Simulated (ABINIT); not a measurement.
Wanted: the native input for an ABINIT 10.8.3 (patched build) run.

```
Task                : single point
Functional          : r2SCAN
Potentials or basis : JTH PAW PBE v2.0
Cutoff              : 626 eV
k mesh              : 8 × 8 × 4
Occupations         : fermi-dirac, width 0.05 eV
Spin                : no spin polarisation
Fine-grid cutoff    : 1224.51 eV
```

The system is Hf.

```
CELL_PARAMETERS angstrom
3.19670 0.00000 0.00000
-1.59835 2.76842 0.00000
0.00000 0.00000 5.05780
ATOMIC_POSITIONS crystal
Hf 0.66667 0.33333 0.75000
Hf 0.33333 0.66667 0.25000
```

The input as run:

run.abi

```
# Pseudopotentials
pp_dirpath "./"
pseudos "Hf.GGA_PBE-JTH.xml"

# Structure
acell 3*1.0
rprim
     6.0408875026     0.0000000000     0.0000000000
    -3.0204437513     5.2315620387     0.0000000000
     0.0000000000     0.0000000000     9.5578567931
ntypat 1
znucl 72
natom 2
typat 1 1
xred
     0.6666666667     0.3333333333     0.7500000000
     0.3333333333     0.6666666667     0.2500000000

# Plane-wave basis
ecut 23.0
pawecutdg 45.0

# k points
kptopt 1
ngkpt 8 8 4
nshiftk 1
shiftk 0.0 0.0 0.0

# Exchange and correlation
ixc -497498
usekden 1
pawxcdev 0

# Bands and occupations
nband 16
occopt 3
tsmear 0.05 eV

# SCF cycle
nstep 100
tolvrs 1.0e-7

# Output
iomode 3
prtwf 0
prtden 0
prteig 0
prtebands 0
enunit 1
```

Potentials or basis: JTH PAW PBE v2.0.

Command:

```sh
$ abinit run.abi > log 2>&1
```

Results of the run:

```
Pressure                                              : -0.5 GPa
Band gap on the k mesh                                : none (metal or under the smearing width)
Valence electrons inside the program's atomic spheres : Hf 9.46 (radii [1.2759] Å)
```

Caveat: the PAW data sets were made with another functional, which shifts forces and pressure a little.

Wall time 92 s on 1 thread of Intel(R) Xeon(R) Processor @ 2.70GHz, on a shared host, peak memory 0.17 GiB.
